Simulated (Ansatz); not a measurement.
# TiO2: a relaxation, part 2 of 2

Aim: relax the cell and atoms of TiO2.

Ansatz 0.2.0; DFT PBEsol, scalar-relativistic, plane waves, PAW. The steps go on from the part before.

### 4 What came out

The summary covers parts 1 to 2. Changes of volume or cell count from the first structure of part 1.

```
                                                               quantity                                                                      value
                                                           relaxed cell  a = 4.591 Å, b = 4.591 Å, c = 2.939 Å, α = 90.00°, β = 90.00°, γ = 90.00°
                                                   space group (0.01 Å)                                                         P4_2/mnm (No. 136)
                                                                 volume                                                              10.33 Å³/atom
formation energy (elements from runs with the same settings, not shown)                                                              -3.11 eV/atom
                                                        gap on the mesh                                                                    1.87 eV
```

What this shows: The relaxed volume is 0.8 % smaller than at the start. The start is a reported cell, which holds thermal expansion that this zero-temperature run lacks. Measured lattice constant a of TiO2: 4.592 Å (300 K; powder; quoted in “Phonon quarticity induced by changes in phonon-tracked hybridization during lattice expansion and its stabilization of rutile TiO2”, 2015, arxiv:1502.04667). This calculation gives 4.591 Å (0.0 %). 3 values of this kind are on record in papers (4.592 to 4.594 Å); this one was drawn at random among those near their median. Measured lattice constant c of TiO2: 2.958 Å (300 K; powder; quoted in “Phonon quarticity induced by changes in phonon-tracked hybridization during lattice expansion and its stabilization of rutile TiO2”, 2015, arxiv:1502.04667). This calculation gives 2.939 Å (-0.6 %). 2 values of this kind are on record in papers (2.958 to 2.959 Å); this one was drawn at random among those near their median. That is the cell relaxed with PBEsol, without thermal expansion or zero-point motion.

These are semilocal Kohn-Sham gaps, which aren't the measured quantity. Such gaps usually fall short of the measured ones.
